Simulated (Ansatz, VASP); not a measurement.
**Se in VASP and in Ansatz**

File INCAR:

```
  ALGO = Normal
  EDIFF = 1E-6
  ENCUT = 520
  GGA = PE
  ISIF = 2
  ISMEAR = -1
  LASPH = T
  LCHARG = F
  LREAL = F
  LWAVE = F
  NBANDS = 16
  NELM = 80
  PREC = Accurate
  SIGMA = 0.03
```

KPOINTS

```
k-points
0
Gamma
  6 6 5
```

File POSCAR:

```
Se
1.0
    4.3661999489      0.0000000000      0.0000000000
   -2.1830999745      3.7812400738      0.0000000000
    0.0000000000      0.0000000000      5.1022080000
Se
3
Direct
    0.2254000000      0.0000000000      0.3333333333
    0.0000000000      0.2254000000      0.6666666667
    0.7746000000      0.7746000000      0.0000000000
```

Input for Ansatz:

```yaml
crystal:
  lattice:
    - [4.3661999489, 0.0, 0.0]
    - [-2.1830999745, 3.7812400738, 0.0]
    - [0.0, 0.0, 5.102208]
  atoms:
    - { symbol: Se, position: [0.2254, 0.0, 0.3333333333] }
    - { symbol: Se, position: [0.0, 0.2254, 0.6666666667] }
    - { symbol: Se, position: [0.7746, 0.7746, 0.0] }
kpoints:
  mp_grid: { grid: [6, 6, 5] }
  band_path:
    path:
      - [0.0, 0.0, 0.0]
      - [0.5, 0.0, 0.0]
      - [0.3333333333, 0.3333333333, 0.0]
      - [0.0, 0.0, 0.0]
      - [0.0, 0.0, 0.5]
      - [0.5, 0.0, 0.5]
      - [0.3333333333, 0.3333333333, 0.5]
      - [0.0, 0.0, 0.5]
      - [0.5, 0.0, 0.5]
    npoints: 5
scf:
  occupations: { method: fermi_dirac, width: 0.03 }
hamiltonian:
  xc: pbe
  pseudopotentials: { kind: all_electron, lapw: { basis_error: 0.001 } }
output:
  forces: true
  stress: true
  eigenvalues: true
```

Change from the starting cell: zz strain of +3 %.

Alike in both runs: task single point; functional PBE; k mesh 6 × 6 × 5; occupations fermi-dirac, width 0.03 eV; no spin polarisation.

|  | VASP | Ansatz |
| --- | --- | --- |
| version | VASP 6.6.1 | Ansatz 0.2.0 |
| potentials or method | VASP PAW PBE potentials, release 64 (Se) | all-electron LAPW, scalar-relativistic |
| plane-wave cutoff (eV) | 520 | see its input |

Ansatz gave:

| Property | Result |
| --- | --- |
| gap on the k mesh at the Fermi level (eV) | 1.26 |
| pressure (GPa) | 0.5 |
| largest component of the traceless stress (GPa) | 0.26 |
| rms of the force components (eV/Å) | 0.038 |

**Question.** Estimate VASP's values.

**Answer.** gap on the k mesh at the Fermi level (eV): 1.24; pressure (GPa): 0.6; largest component of the traceless stress (GPa): 0.21; rms of the force components (eV/Å): 0.056.

Atom by atom the forces differ by 0.018 eV/Å (rms over components). Ansatz ran all-electron here, so the differences hold the error of VASP's frozen core and of both bases.

Caveats: an odd mesh through Γ misses points on the zone boundary, where band edges often lie.
